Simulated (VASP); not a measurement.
## SnSe2: Born charges and dielectric tensor with PBE

Crystal: SnSe2.

```
Sn Se
1.0
     3.81100    0.00000    0.00000
    -1.90550    3.30042    0.00000
     0.00000    0.00000    6.13600
Sn Se
1 2
Cartesian
  0.0000 0.0000 0.0000
  1.9055 1.1001 4.6081
  0.0000 2.2003 1.5279
```

```yaml
Program: VASP 6.6.1
Task: Born charges and dielectric tensor
Functional: PBE
Potentials_or_basis: VASP PAW PBE potentials, release 64 (Sn_d, Se)
Cutoff: 520 eV
k_mesh: 8 × 8 × 5
Occupations: gaussian, width 0.02 eV
Spin: no spin polarisation
Further_INCAR_settings: ALGO = Fast; EDIFF = 1e-08; IBRION = 8
```

```json
{
  "Band gap on the k mesh": "0.81 eV, indirect (least direct gap 1.09 eV)",
  "Electronic dielectric tensor (diagonal)": "11.53, 11.53, 8.89",
  "Born charges (mean of the diagonal)": "Sn +4.04; Se -2.02 e",
  "Highest phonon frequency at Γ, LO-TO splitting left out": "257 cm⁻¹"
}
```

Levels at points of the mesh, in eV from the valence-band top:
| k point | band 9 | band 10 | band 11 | band 12 | band 13 | band 14 | band 15 | band 16 | band 17 |
| --- | --- | --- | --- | --- | --- | --- | --- | --- | --- |
| (0.00, 0.00, 0.00) | -0.70 | -0.70 | -0.40 | -0.40 | -0.01 | 1.09 | 2.94 | 4.64 | 4.64 |
| (0.50, 0.00, 0.00) | -4.48 | -2.91 | -2.69 | -1.20 | -0.31 | 1.15 | 3.79 | 5.45 | 5.49 |

Phonon frequencies in cm⁻¹ (negative: imaginary):
```
              q point                    frequencies
(0.000, 0.000, 0.000)  0 0 0 132 132 165 165 194 257
```

Electronic dielectric tensor:
```
11.53  0.00  0.00
 0.00 11.53  0.00
 0.00  0.00  8.89
```

Born effective charge tensors (e):
atom 1, Sn
```
5.12 0.00 0.00
0.00 5.12 0.00
0.00 0.00 1.86
```
atom 2, Se
```
-2.56  0.00  0.00
 0.00 -2.56  0.00
 0.00  0.00 -0.93
```
atom 3, Se
```
-2.56  0.00  0.00
 0.00 -2.56  0.00
 0.00  0.00 -0.93
```

It took 35 min on 1 thread of Intel(R) Xeon(R) Platinum 8375C CPU @ 2.90GHz (Ice Lake) (shared host), peak memory 0.6 GiB.

Caveat: spin-orbit coupling is left out, which moves the levels of the heavy elements; an odd mesh through Γ misses points on the zone boundary, where band edges often lie.
